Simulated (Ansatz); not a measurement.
Where the default PAW files enter, the runs use the earlier of Ansatz's two default sets.

# Evanescent states of BaSnO$_{3}$ (Pm-3m, cubic perovskite, 5 atoms a cell, 14.2 Å³ an atom) along the normal of (001)

All values below come from r2SCAN (plane waves, PAW; Ansatz, a first-principles code).

The gap is the functional's own. No spin-orbit coupling. Mid-gap values are those at the computed energy nearest the middle.

Energies count from the valence-band top; κ is the least over a 8×8 mesh across the current.

```
E (eV)  κ (1/Å)  where
------  -------  -----
0.04      0.090  off Γ
0.14      0.153  off Γ
0.23      0.169      Γ
0.32      0.171      Γ
0.41          ?      Γ
0.49      0.171      Γ
0.58          ?      Γ
0.68          ?      Γ
0.77          ?      Γ
0.85      0.153      Γ
0.94          ?      Γ
1.03          ?      Γ
1.12      0.122      Γ
1.22      0.107      Γ
1.30      0.087      Γ
1.40      0.060      Γ
```

Question: What belongs in the gaps?

Answer: 
- 0.41, κ (1/Å): 0.172
- 0.58, κ (1/Å): 0.168
- 0.68, κ (1/Å): 0.164
- 0.77, κ (1/Å): 0.159
- 0.94, κ (1/Å): 0.144
- 1.03, κ (1/Å): 0.134
